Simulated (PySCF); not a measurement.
Labels have come off several samples. The candidates:

A. `InChI=1S/C6H8FPSi/c1-4-3-8-6(9)2-5(4)7/h2-3H,1,9H3`
B. SMILES CCC=O
C. `InChI=1S/C7H10NOP/c1-4-6-7(8(2)3)9-5-10-6/h4-5H,1H2,2-3H3`
D. `C[C@]12CC[C@H](CC1)O2`

Spectrum 1. ¹³C{¹H} NMR (computed): δ 171.4 (C), 171.2 (C), 168.4 (CH), 138.4 (C), 134.1 (CH), 22.5 (CH3).

Spectrum 2. ¹³C{¹H} NMR (computed): δ 85.3 (C), 79.2 (CH), 39.3 (CH2), 35.4 (CH2), 23.2 (CH3).

Spectrum 3. ¹³C{¹H} NMR (computed): δ 205.9 (CH), 43.0 (CH2), 7.7 (CH3).

Spectrum 4. ¹³C{¹H} NMR (computed): δ 179.8 (CH), 168.7 (C), 137.3 (CH), 124.8 (C), 117.8 (CH2), 44.0 (CH3).

[PySCF 2.14: B3LYP/pcJ-1 coupling constants (spin–dipole term left out of most H,H and C,H couplings); GIAO PBE0/pcSseg-1 shieldings; structure optimised with GFN2-xTB; gas phase; rapidly exchanging positions averaged; one conformer; non-relativistic]

Shifts are taken against calculated references (same method and geometry level): ¹³C (σ = 186.93 ppm) against TMS. Splittings of carbon signals by F and P are missing where no couplings were computed. Shifts are as computed. Against solution values, carbons near 30 ppm lie about +3 ppm off and those near 130 ppm about +5 ppm. Of 1211 compounds with measured shifts, 218 miss one by over three times the rms of a fit or turn the order of signals round; such compounds aren't used in these exercises.

Match each spectrum to its structure.

Answers

1–A, 2–D, 3–B, 4–C.

- Spectrum 1 (A): 6 ¹³C signals; δC 171.4 is an aromatic carbon bearing fluorine; δC 134.1 is an aromatic CH.
- Spectrum 2 (D): 5 ¹³C signals; δC 85.3 is a fully substituted sp3 carbon bonded to O; δC 79.2 is an sp3 CH bonded to O.
- Spectrum 3 (B): 3 ¹³C signals; δC 205.9 is an aldehyde carbonyl carbon; δC 43.0 is an sp3 CH2 α to a carbonyl.
- Spectrum 4 (C): 6 ¹³C signals; δC 168.7 is an aromatic carbon bearing nitrogen; δC 137.3 is an alkene CH.
